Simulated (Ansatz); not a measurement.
## TiO2 and the effect of the choice of potentials or basis

The cell as given:

Space group I4_1/amd:1 (No. 141). a = 3.784 Å, b = 3.784 Å, c = 9.515 Å, α = 90.00°, β = 90.00°, γ = 90.00°
```csv
atom,site,symmetry,x,y,z
Ti,4a,-4m2,0.0000,0.5000,0.2500
O,8e,2mm.,0.5000,0.5000,0.2919
```

Kept alike: task relaxation of cell and atoms; functional PBE; k mesh 10 × 10 × 10; occupations fermi-dirac, width 0.05 eV; no spin polarisation. Program: Ansatz. Cutoffs run from 420 to 1380 eV. The mesh is that of the run's cell of 6 atoms. No spin-orbit coupling.

```csv
choice of potentials or basis,band gap (eV),volume (Å³/atom)
Ansatz NC,2.138,11.661
Ansatz PAW,2.135,11.664
Ansatz PAW (files of its older set among them),2.125,11.666
JTH PAW,2.129,11.688
PseudoDojo standard (PBE files),2.163,11.639
PseudoDojo stringent (PBE files),2.159,11.649
SPMS NC,2.180,11.664
```

Gaps hold for each row's own relaxed cell. The relaxations keep at least the cell's symmetry (I4_1/amd). Relaxations stop with a little pressure left, so the last digits of a volume or edge aren't settled. Ansatz's relaxations hold a Pulay term in the stress (up to 0.7 GPa here). A gap read on the mesh alone can miss an edge between its points.

**Question.** What does the choice of potentials or basis change here?

**Answer.** The band gap runs from 2.125 (Ansatz PAW (files of its older set among them)) to 2.180 eV (SPMS NC). The volume runs from 11.639 (PseudoDojo standard (PBE files)) to 11.688 Å³/atom (JTH PAW).
